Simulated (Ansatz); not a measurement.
We consider rock-salt LiI, described by dielectric-dependent PBE hybrid in Ansatz (plane waves, PAW).

Input:

Ansatz 0.2 input:
```yaml
crystal:
  lattice:
    - [0.0, 3.006, 3.006]
    - [3.006, 0.0, 3.006]
    - [3.006, 3.006, 0.0]
  atoms:
    - { symbol: Li, position: [0.0, 0.0, 0.0] }
    - { symbol: I, position: [0.5, 0.5, 0.5] }
basis:
  ecutwfc: 460
  ecutrho_ratio: 4
  xc_grid: 2
kpoints:
  mp_grid: { grid: [8, 8, 8] }
  band_path: { path: [[0, 0, 0], [-0.088542, 0.0, 0.088542]], npoints: 1 }
hamiltonian:
  xc:
    exchange: pbe
    correlation: pbe
    exx: { coeff: inverse_dielectric }
  dispersion: none
  pseudopotentials: { kind: paw }
scf:
  occupations: { method: fermi_dirac, width: 0.01 }
  convergence: { dr2_threshold: 0.0000000002 }
output:
  forces: true
  stress: true
  eigenvalues: true
  write_bands: true
```

The run printed, among other lines:

```
WARN output.stress: scf.exx.energy_threshold = 1e-6 eV is looser than the 2e-8 eV advised for a stress under a hybrid functional (1e-8 eV for each atom of the …
Crystal: 2 atoms, lattice volume = 54.325 Å³
Basis set: ecut = 460 eV, 1243 PW (Γ), exchange–correlation on 60×60×60 points (8 copies of the dense FFT grid, shifted against one another)
Bands: 14, of which v1, the nominal top of the filled ones, is band 10 counted from 1 (9 counted from 0)
Symmetry: 48 space group operations
Space group: Fm-3m (ITA 225), of the structure as read, at distance tolerance 3.8e-5 Å
k-points: 29 of 512
SCF iter   1: F=—  HF=-7720.000363 eV  |F-HF|=—  |Δ(HF+E_count)|=         —  Δρ=1.06e-3  dr2=1.36e-3
SCF iter   2: F=-7720.000068 eV  HF=-7720.000030 eV  |F-HF|=3.83e-5  |Δ(HF+E_count)|=   3.33e-4  Δρ=2.45e-4  dr2=3.05e-5
Crystal: 2 atoms, lattice volume = 54.325 Å³
Initial density: handed on by an earlier stage of this run
Functional: x = 0.7581695351309938 pbe(κ = 0.804, μ = 0.2195149727645171) + 0.24183046486900614 exact, c = pbe(β = 0.06672455060314922)
  ...
Crystal: 2 atoms, lattice volume = 54.325 Å³
SCF iter   3: F=—  HF=-7723.926669 eV  |F-HF|=—  |Δ(HF+E_count)|=   2.22e-8  Δρ=2.80e-6  dr2=2.75e-9
SCF iter   4: F=-7723.926669 eV  HF=-7723.926669 eV  |F-HF|=2.86e-10  |Δ(HF+E_count)|=  3.06e-10  Δρ=1.08e-6  dr2=1.60e-10
SCF 3 converged in 4 iterations: F = -7723.926669 eV  dr2 = 1.60e-10
Free energy (F): -7723.926669 eV
Internal energy: -7723.926669 eV  (E = F + TS)
E sigma→0 (E₀):  -7723.926669 eV
Fermi energy:    6.052765 eV
--- Forces (eV/Å), atoms counted from 1 ---
  atom   1  Li    -0.00000000     0.00000000    -0.00000000
  atom   2  I      0.00000000    -0.00000000    -0.00000000
--- Stress (GPa, compression-positive) ---
       -0.288430      -0.000000      -0.000000
       -0.000000      -0.288430       0.000000
        0.000000      -0.000000      -0.288430
  P = ⅓ Tr σ = -0.2884 GPa (-2.884 kbar)
```

The PAW data were made under PBE.

Note: cell and atoms aren't relaxed at this level (pressure -0.3 GPa).

Ansatz is a program for electronic structure.
